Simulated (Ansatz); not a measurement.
Zn: energy change per atom and pressure as volume scale varies

Results calculated with Ansatz 0.2.0, not measured. Plane-wave DFT, scalar-relativistic PAW made under PBE with cores redone for the functional, no dispersion; the given relaxed cell is scaled uniformly, energy at zero smearing counts from the unscaled cell, pressure at the given Fermi-Dirac smearing is positive in compression.

The cell before it is scaled or strained (space group Fm-3m, No. 225):
```
CELL_PARAMETERS angstrom
0.00000 1.99540 1.99540
1.99540 0.00000 1.99540
1.99540 1.99540 0.00000
ATOMIC_POSITIONS crystal
Zn 0.00000 0.00000 0.00000
```

Settings of every row: spin polarised no; functional RPBE; wave cutoff 420 eV; smearing width 0.1 eV; k mesh 15x15x15.

Atom starting moment: 0 on all atoms.

Limits: the cell comes from a prototype or a list of computed structures and needn't be the stable phase.

| row | volume scale | V (Å³/atom) | energy change per atom (meV) | pressure (GPa) |
| --- | --- | --- | --- | --- |
| 1 | 0.88 | 13.983 | 52.77 | 10.37 |
| 2 | 0.92 | 14.619 | 20.91 | 5.97 |
| 3 | 0.96 | 15.254 | 4.46 | 2.56 |
| 4 | 1.04 | 16.525 | ? | ? |
| 5 | 1.08 | 17.161 | 16.61 | -3.67 |
| 6 | 1.12 | 17.797 | 33.81 | -4.86 |

Question: what energy change per atom and pressure should row 4 give?

Worked fit of energy change per atom. Take u = (V_r/V)^(2/3) − 1 with V_r = 15.254 Å³ an atom, which is twice the finite (Eulerian) strain; such expansions in the strain, on which the Birch-Murnaghan equation of state is built, carry the rest volume and the bulk modulus. The shown rows have u = 0.05971, 0.02875, 0, -0.07553, -0.09769. Least squares give energy change per atom = 4.561 + 382.13 × u + 7034 × u² meV; a straight line predicts inner rows, each left out in turn, worse (root mean square 19 against 0.89 meV). The rows lie off it by 0.31, -0.45, -0.10, 0.78, -0.55 (root mean square 0.49 meV). The withheld row has u = -0.05196, so the fit gives 4.561 + 382.13 × (-0.05196) + 7034 × (-0.05196)² = 3.70 meV.

The calculation gave 4.78 meV. The fit lies 1.08 meV (23 % of the value, 2.2 % of the column's range) below it; its largest miss of a shown row is 0.78 meV.

Worked fit of pressure. Take u = (V_r/V)^(2/3) − 1 with V_r = 15.254 Å³ an atom, which is twice the finite (Eulerian) strain; such expansions in the strain, on which the Birch-Murnaghan equation of state is built, carry the rest volume and the bulk modulus. The shown rows have u = 0.05971, 0.02875, 0, -0.07553, -0.09769. Least squares give pressure = 2.567 + 109.56 × u + 347.4 × u² GPa; a straight line predicts inner rows, each left out in turn, worse (root mean square 0.92 against 0.064 GPa). The rows lie off it by 0.02, -0.03, -0.01, 0.06, -0.04 (root mean square 0.036 GPa). The withheld row has u = -0.05196, so the fit gives 2.567 + 109.56 × (-0.05196) + 347.4 × (-0.05196)² = -2.19 GPa.

The calculation gave -2.11 GPa. The fit lies 0.08 GPa (3.8 % of the value, 0.53 % of the column's range) below it; its largest miss of a shown row is 0.06 GPa.
